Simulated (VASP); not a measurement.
Here is a VASP 6.6.1 calculation.

Contents of POSCAR:

```
MoS2
1.0
    3.1600000000      0.0000000000      0.0000000000
   -1.5800000000      2.7366402760      0.0000000000
    0.0000000000      0.0000000000     30.4200000000
S Mo
6 3
Direct
    0.3333333333      0.6666666667      0.2465483235
    0.3333333333      0.6666666667      0.3491124260
    0.6666666667      0.3333333333      0.4487179487
    0.6666666667      0.3333333333      0.5512820513
    0.3333333333      0.6666666667      0.6508875740
    0.3333333333      0.6666666667      0.7534516765
    0.6666666667      0.3333333333      0.2978303748
    0.3333333333      0.6666666667      0.5000000000
    0.6666666667      0.3333333333      0.7021696252
```

File INCAR.step1:

```
  PREC = Accurate
  ENCUT = 520
  ISMEAR = 0
  SIGMA = 0.01
  LREAL = False
  LASPH = True
  NELM = 100
  NBANDS = 49
  GGA = PE
  ALGO = Normal
  EDIFF = 1E-4
  LWAVE = True
  LCHARG = False
```

INCAR.step2

```
  PREC = Accurate
  ENCUT = 520
  EDIFF = 1E-6
  ISMEAR = 0
  SIGMA = 0.01
  LREAL = False
  LASPH = True
  NELM = 100
  ALGO = Normal
  ISIF = 2
  LWAVE = False
  LCHARG = True
  METAGGA = R2SCAN
  LMIXTAU = True
  LUSE_VDW = True
  IVDW_NL = 2
  BPARAM = 11.95
  CPARAM = 0.0093
  LELF = True
  LVHAR = True
  NBANDS = 49
  ISTART = 1
```

File KPOINTS:

```
Automatic mesh
0
Gamma
  12 12 1
```

Potentials or basis: VASP PAW PBE potentials, release 64 (S, Mo_sv).

Command:

```sh
$ cat potpaw_PBE.64/S/POTCAR potpaw_PBE.64/Mo_sv/POTCAR > POTCAR
$ cp INCAR.step1 INCAR
$ mpirun -np 1 vasp_std > vasp.out
$ cp INCAR.step2 INCAR
$ mpirun -np 1 vasp_std > vasp.out
```

Problem. Predict the band gap on the k mesh.

Solution. 1.20 eV, indirect (least direct gap 1.81 eV).

Problem. What does it give for the largest force?

Solution. 0.023 eV/Å.

Forces in eV/Å, atoms in the order of the input:
```
S    0.000  0.000 -0.007
S    0.000  0.000 -0.015
S    0.000  0.000  0.019
S    0.000  0.000 -0.019
S    0.000  0.000  0.015
S    0.000  0.000  0.007
Mo   0.000  0.000 -0.023
Mo   0.000  0.000  0.000
Mo   0.000  0.000  0.023
```

Caveat: the PAW data sets were made with another functional, which shifts forces and pressure a little. r2SCAN opens gaps a little over a GGA but as a rule still falls short of measured ones.
